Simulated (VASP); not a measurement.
# W (Fm-3m) in VASP: single point with r2SCAN

Aim: the single point of W with r2SCAN.

Everything below comes from runs of VASP 6.6.1. Logs are shortened: lines on timing, memory, paths and dates and some standing lists are left out, and cuts for length are marked.

**1. The structure**

It takes space group Fm-3m (No. 225, cubic). Conventional cell: a = 4.060 Å, b = 4.060 Å, c = 4.060 Å, α = 90.00°, β = 90.00°, γ = 90.00°. Around W (site symmetry m-3m) lie 12 W at 2.87 Å.

This isn't the form of W at room conditions, which is bcc.

**2. Single point, r2SCAN**

Input file POSCAR:

```
W
1.0
    0.0000000000      2.0300000000      2.0300000000
    2.0300000000      0.0000000000      2.0300000000
    2.0300000000      2.0300000000      0.0000000000
W
1
Direct
    0.0000000000      0.0000000000      0.0000000000
```

Input file INCAR.step1:

```
SYSTEM = W
  PREC = Accurate
  ENCUT = 520
  ISMEAR = 0
  SIGMA = 0.1
  LREAL = .False.
  LASPH = .True.
  NELM = 60
  NBANDS = 13
  GGA = PE
  ALGO = Normal
  EDIFF = 1E-4
  LWAVE = .True.
  LCHARG = .False.
```

Input file INCAR.step2:

```
SYSTEM = W
  PREC = Accurate
  ENCUT = 520
  EDIFF = 1E-7
  ISMEAR = 0
  SIGMA = 0.1
  LREAL = .False.
  LASPH = .True.
  NELM = 60
  ALGO = Normal
  ISIF = 2
  LWAVE = .False.
  LCHARG = .False.
  METAGGA = R2SCAN
  LMIXTAU = .True.
  NBANDS = 13
  ISTART = 1
```

Input file KPOINTS:

```
Automatic mesh
0
Gamma
  8 8 8
  0 0 0
```

Potentials or basis: VASP PAW PBE potentials, release 64 (W_sv).

Started as:

```sh
$ cat potpaw_PBE.64/W_sv/POTCAR > POTCAR
$ cp INCAR.step1 INCAR
$ mpirun -np 1 vasp_std > vasp.out
$ cp INCAR.step2 INCAR
$ mpirun -np 1 vasp_std > vasp.out
```

OUTCAR:

```text
SYSTEM = W
   PREC = Accurate
   ENCUT = 520
   EDIFF = 1E-7
   ISMEAR = 0
   LREAL = .False.
   LASPH = .True.
   NELM = 60
   ISIF = 2
   METAGGA = R2SCAN
   ISTART = 1

 ion  position               nearest neighbor table
   1  0.000  0.000  0.000-

  LATTYP: Found a face centered cubic cell.
 ALAT       =     4.0600000000

  Lattice vectors:

 A1 = (   0.0000000000,   2.0300000000,   2.0300000000)
 A2 = (   2.0300000000,   0.0000000000,   2.0300000000)
 A3 = (   2.0300000000,   2.0300000000,   0.0000000000)

Analysis of symmetry for initial positions (statically):
=====================================================================
 Subroutine PRICEL returns:
 Original cell was already a primitive cell.

 Routine SETGRP: Setting up the symmetry group for a
 face centered cubic supercell.

 Subroutine GETGRP returns: Found 48 space group operations
 (whereof 48 operations were pure point group operations)
 out of a pool of 48 trial point group operations.

The static configuration has the point symmetry O_h .

Analysis of symmetry for dynamics (positions and initial velocities):
=====================================================================
 Subroutine PRICEL returns:
 Original cell was already a primitive cell.

 Routine SETGRP: Setting up the symmetry group for a
 face centered cubic supercell.

 Subroutine GETGRP returns: Found 48 space group operations
 (whereof 48 operations were pure point group operations)
 out of a pool of 48 trial point group operations.

The dynamic configuration has the point symmetry O_h .

 Subroutine INISYM returns: Found 48 space group operations
 (whereof 48 operations are pure point group operations),
 and found     1 'primitive' translations

----------------------------------------------------------------------------------------

                                     Primitive cell

  volume of cell :      16.7309

  direct lattice vectors                    reciprocal lattice vectors
     0.000000000  2.030000000  2.030000000    -0.246305419  0.246305419  0.246305419
     2.030000000  0.000000000  2.030000000     0.246305419 -0.246305419  0.246305419
     2.030000000  2.030000000  0.000000000     0.246305419  0.246305419 -0.246305419

  length of vectors
     2.870853532  2.870853532  2.870853532     0.426613499  0.426613499  0.426613499

  position of ions in fractional coordinates (direct lattice)
     0.000000000  0.000000000  0.000000000

  ion indices of the primitive-cell ions
   primitive index   ion index
                 1           1

----------------------------------------------------------------------------------------

 KPOINTS: Automatic mesh

Automatic generation of k-mesh.
 Grid dimensions read from file:
 generate k-points for:    8    8    8

 Generating k-lattice:

  Cartesian coordinates                     Fractional coordinates (reciprocal lattice)
    -0.030788177  0.030788177  0.030788177     0.125000000  0.000000000  0.000000000
     0.030788177 -0.030788177  0.030788177     0.000000000  0.125000000  0.000000000
     0.030788177  0.030788177 -0.030788177     0.000000000  0.000000000  0.125000000

  Length of vectors
     0.053326687  0.053326687  0.053326687

  Shift w.r.t. Gamma in fractional coordinates (k-lattice)
     0.000000000  0.000000000  0.000000000

 Subroutine IBZKPT returns following result:
 ===========================================

 Found     29 irreducible k-points:

 Following reciprocal coordinates:
            Coordinates               Weight
  0.000000  0.000000  0.000000      1.000000
  0.125000  0.000000  0.000000      8.000000
  0.250000  0.000000  0.000000      8.000000
  0.375000  0.000000  0.000000      8.000000
  0.500000  0.000000  0.000000      4.000000
  0.125000  0.125000  0.000000      6.000000
[... 16 lines left out ...]
  0.500000  0.250000  0.125000     48.000000
 -0.375000  0.250000  0.125000     24.000000
 [... further k-points ...]
   k-points           NKPTS =     29   k-points in BZ     NKDIM =     29   number of bands    NBANDS=     13
   number of dos      NEDOS =    301   number of ions     NIONS =      1
   total plane-waves  NPLWV =  13824
   dimension x,y,z NGX =    24 NGY =   24 NGZ =   24
   dimension x,y,z NGXF=    48 NGYF=   48 NGZF=   48
   ions per type =               1
   NGX,Y,Z   is equivalent  to a cutoff of  13.90, 13.90, 13.90 a.u.
   NGXF,Y,Z  is equivalent  to a cutoff of  27.80, 27.80, 27.80 a.u.
 SYSTEM =  W
   PREC   = accura    normal or accurate (medium, high low for compatibility)
   ISTART =      1    job   : 0-new  1-cont  2-samecut
   ICHARG =      0    charge: 1-file 2-atom 10-const
   ISPIN  =      1    spin polarized calculation?
   LNONCOLLINEAR =      F non collinear calculations
   LSORBIT =      F    spin-orbit coupling
   LASPH  =      T    aspherical Exc in radial PAW
   ENCUT  =  520.0 eV  38.22 Ry    6.18 a.u.   5.34  5.34  5.34*2*pi/ulx,y,z
   NELM   =     60;   NELMIN=  2; NELMDL=  0     # of ELM steps
   EDIFF  = 0.1E-06   stopping-criterion for ELM
   LREAL  =      F    real-space projection
   EDIFFG = 0.1E-05   stopping-criterion for IOM
   NSW    =      0    number of steps for IOM
   IBRION =     -1    ionic relax: 0-MD 1-quasi-New 2-CG
   NFREE  =      0    steps in history (QN), initial steepest desc. (CG)
   ISIF   =      2    stress and relaxation
   ISYM   =      2    0-nonsym 1-usesym 2-fastsym
   POTIM  = 0.5000    time-step for ionic-motion
   TEBEG  =    0.0;   TEEND  =   0.0 temperature during run
   PSTRESS=    0.0 pullay stress
   NELECT =      14.0000    total number of electrons
   NUPDOWN=      -1.0000    fix difference up-down
   EMIN   =  10.00;   EMAX   =-10.00  energy-range for DOS
   EFERMI =   0.00;   METHOD = LEGACY
   ISMEAR =     0;   SIGMA  =   0.10  broadening in eV -4-tet -1-fermi 0-gaus
   EFERMI_NEDOS =   21; number of points for ismear=-14 and -15
   IALGO  =     38    algorithm
   IMIX   =      4    mixing-type and parameters
     AMIX     =   0.40;   BMIX     =  1.00
     AMIX_MAG =   1.60;   BMIX_MAG =  1.00
  volume/ion in A,a.u.               =      16.73       112.91
  Fermi-wavevector in a.u.,A,eV,Ry     =   1.542688  2.915258 32.380324  2.379887
  Thomas-Fermi vector in A             =   2.648457
   LORBIT       =      0    0 simple, 1 ext, 2 COOP (PROOUT), +10 PAW based schemes
   METAGGA = R2SCAN    functional components
   LHFCALC =     F    Hartree Fock is set to
   AEXX    =    0.0000 exact exchange contribution
   IVDW    =     0    specifies the selected vdW correction
   LEPSILON=     F    determine dielectric tensor
   LRPA    =     F    only Hartree local field effects (RPA)
 non-spin polarized calculation
 Gauss-broadening in eV      SIGMA  =   0.10
  energy-cutoff  :      520.00
  volume of cell :       16.73
 maximum number of plane-waves:       464
 NGX is ok and might be reduce to    24
   NGX = 11   NGY = 11   NGZ = 11

 number of electron      14.0000002 magnetization

 Free energy of the ion-electron system (eV)
  ---------------------------------------------------
  ext. energy  EPLUGINS =         0.00000000
  ---------------------------------------------------
  free energy    TOTEN  =       -50.80175246 eV

  energy without entropy =      -50.79299034  energy(sigma->0) =      -50.79737140

 E-fermi :  10.0474     XC(G=0): -14.6087

 val. band max:       10.0466196783   @ k =   0.2500   0.2500   0.0000
 cond. band min:      10.0601140161   @ k =   0.2500   0.1250   0.0000
 fundamental gap:      0.0134943378
 Fermi energy:        10.0473927127

 k-point     1 :       0.0000    0.0000    0.0000
  band No.  band energies     occupation
      1     -65.5784      2.00000
      2     -28.5396      2.00000
      3     -28.5396      2.00000
      4     -28.5396      2.00000
      5       0.6973      2.00000
      6       9.5150      2.00000
      7       9.5150      2.00000
      8       9.5150      2.00000
      9      12.8100      0.00000
     10      12.8100      0.00000
     11      23.4163      0.00000
     12      28.9915      0.00000
     13      28.9915      0.00000

 k-point     2 :       0.1250    0.0000    0.0000
  band No.  band energies     occupation
      1     -65.5624      2.00000
      2     -28.7173      2.00000
      3     -28.5623      2.00000
      4     -28.5623      2.00000
      5       1.3758      2.00000
      6       9.0265      2.00000
      7       9.8024      1.99947
      8       9.8024      1.99947
      9      12.5820      0.00000
     10      12.5820      0.00000
     11      24.6819      0.00000
     12      26.7611      0.00000
     13      30.2502      0.00000

 k-point     3 :       0.2500    0.0000    0.0000
  band No.  band energies     occupation
      1     -65.5235      2.00000
      2     -29.1313      2.00000
      3     -28.6167      2.00000
      4     -28.6167      2.00000
      5       2.9878      2.00000
      6       8.4215      2.00000
      7       9.9979      1.51563
      8       9.9979      1.51560
      9      12.8600      0.00000
     10      12.8600      0.00000
     11      23.6987      0.00000
     12      27.3366      0.00000
     13      33.4943      0.00000
[... 305 lines left out ...]
 k-point    23 :       0.5000    0.2500    0.1250
  band No.  band energies     occupation
      1     -65.4631      2.00000
      2     -29.4395      2.00000
      3     -28.9574      2.00000
      4     -28.7535      2.00000
      5       5.6621      2.00000
      6       7.6356      2.00000
      7       8.3291      2.00000
      8      11.1995      0.00000
      9      13.6719      0.00000
     10      16.6708      0.00000
     11      22.1702      0.00000
     12      26.7433      0.00000
     13      27.1617      0.00000

 k-point    24 :      -0.3750    0.2500    0.1250
  band No.  band energies     occupation
      1     -65.4500      2.00000
      2     -29.5294      2.00000
      3     -28.9974      2.00000
      4     -28.7890      2.00000
      5       5.8970      2.00000
      6       7.4935      2.00000
      7       9.0294      2.00000
      8      10.8785      0.00000
      9      14.6813      0.00000
     10      18.0087      0.00000
     11      19.5341      0.00000
     12      26.2270      0.00000
     13      27.3992      0.00000

 [... further k-points ...]

------------------------ aborting loop because EDIFF is reached ----------------------------------------

  FORCE on cell =-STRESS in cart. coord.  units (eV):
  Direction    XX          YY          ZZ          XY          YZ          ZX
  --------------------------------------------------------------------------------------
  -------------------------------------------------------------------------------------
  Total       -0.8475556     -0.8475556     -0.8475556      0.0000000      0.0000000     -0.0000000
  in kB      -81.1634776    -81.1634776    -81.1634776      0.0000000      0.0000000     -0.0000000
  external PRESSURE =     -81.1634776 kB  Pullay stress =       0.0000000 kB

 VOLUME and BASIS-vectors are now :
 -----------------------------------------------------------------------------
  energy-cutoff  :      520.00
  volume of cell :       16.73
      direct lattice vectors                 reciprocal lattice vectors
     0.000000000  2.030000000  2.030000000    -0.246305419  0.246305419  0.246305419
     2.030000000  0.000000000  2.030000000     0.246305419 -0.246305419  0.246305419
     2.030000000  2.030000000  0.000000000     0.246305419  0.246305419 -0.246305419

 POSITION                                       TOTAL-FORCE (eV/Angst)
 -----------------------------------------------------------------------------------
      0.00000      0.00000      0.00000         0.000000     -0.000000      0.000000
 -----------------------------------------------------------------------------------
    total drift:                               -0.000000      0.000000      0.000000

  FREE ENERGIE OF THE ION-ELECTRON SYSTEM (eV)
  ---------------------------------------------------
  free  energy   TOTEN  =       -50.8017524579 eV

  energy  without entropy=      -50.7929903402  energy(sigma->0) =      -50.79737140
```

Run time: 19 s. Hardware: 1 thread of Intel Xeon 6975P-C (Granite Rapids), shared host; peak memory 0.14 GiB.

Results:

```yaml
Free_energy: -50.8018 eV
Pressure: -8.1 GPa
Band_gap_on_the_k_mesh: none (metal or under the smearing width)
```

Caveat: the PAW data sets were made with another functional, which shifts forces and pressure a little.
